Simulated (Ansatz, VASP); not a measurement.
# One calculation of WSe4, two programs

```xyz
5
Lattice="-3.0806 3.0806 3.0806 3.0806 -3.0806 3.0806 3.0806 3.0806 -3.0806" Properties=species:S:1:pos:R:3 pbc="T T T"
W     0.0000    0.0000    0.0000
Se    1.5403    1.5403    1.5403
Se    1.5403    1.5403   -1.5403
Se    1.5403   -1.5403    1.5403
Se   -1.5403    1.5403    1.5403
```

Alike in both runs: functional PBE; k mesh 4 × 4 × 4; occupations gaussian, width 0.1 eV; collinear spin.

Ansatz relaxed the structure, and its values are those at the end. VASP's run is a single point on that final structure, the one shown.

|  | VASP | Ansatz |
| --- | --- | --- |
| version | VASP 6.6.1 | Ansatz 0.2.0 |
| potentials or method | VASP PAW PBE potentials, release 64 (W_sv, Se) | scalar-relativistic, plane waves, PAW |
| plane-wave cutoff (eV) | 520 | 420 |
| valence electrons in the cell | 38 | 78 |

Ansatz gave:

- gap on the k mesh at the Fermi level (eV): none
- pressure (GPa): 0.1
- net moment per atom (μB): 0.36
- size of the moment on the site where the two differ most (μB): 1.30

Q: Estimate VASP's values.

A: gap on the k mesh at the Fermi level (eV): none; pressure (GPa): -1.0; net moment per atom (μB): 0.00; size of the moment on the site where the two differ most (μB): 0.00.

The net moments differ so much that the two runs ended in different magnetic states, which moves the other rows too. Site moments also hang on the region over which each program counts them. A gap of «none» marks a metal or a gap that the smearing closes. The two sets of potentials don't hold the same shells in valence. Ansatz warned: «no_starting_moments».

Caveats: the k mesh is coarse (spacing up to 0.36 Å⁻¹), so the values aren't converged. The runs have no spin-orbit coupling, so splittings on W are missing.
